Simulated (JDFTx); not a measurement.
TiC:

```xyz
2
Lattice="0.0000 2.1657 2.1657 2.1657 0.0000 2.1657 2.1657 2.1657 0.0000" Properties=species:S:1:pos:R:3 pbc="T T T"
Ti    0.0000    0.0000    0.0000
C     2.1657    2.1657    2.1657
```

The cell is a database's computed one.

- Program: JDFTx 1.7.0 (patched build)
- Task: single point
- Functional: PBE
- Potentials or basis: PseudoDojo-SR-PBE-0.5-standard
- Cutoff: 1143 eV
- Density cutoff: 4572 eV
- k mesh: 11 × 11 × 11
- Occupations: fermi-dirac, width 0.05 eV
- Spin: no spin polarisation

On this cell: pressure 0.3 GPa; largest force zero by symmetry; band gap on the k mesh none (metal or under the smearing width).

The same run follows on a disturbed copy (atoms moved at random, drawn with an rms of 0.05 Å):

```xyz
2
Lattice="0.0000 2.1657 2.1657 2.1657 0.0000 2.1657 2.1657 2.1657 0.0000" Properties=species:S:1:pos:R:3 pbc="T T T"
Ti    0.0311   -0.0544    0.0078
C     2.2125    2.1626    2.1480
```

Problem. What does the disturbed cell give?

Solution. The energy (extrapolated to zero smearing) moves by +8.3 meV/atom; pressure 0.8 GPa; largest force 0.551 eV/Å; band gap on the k mesh none (metal or under the smearing width).

Forces in eV/Å, atoms in the order of the input:
```
Ti   0.147  0.474 -0.239
C   -0.147 -0.474  0.239
```

Stress tensor (GPa, compression positive):
```
 0.50 -0.13  0.07
-0.13  1.19  0.21
 0.07  0.21  0.62
```

Caveats: forces may be off by hundredths of an eV/Å (some runs).
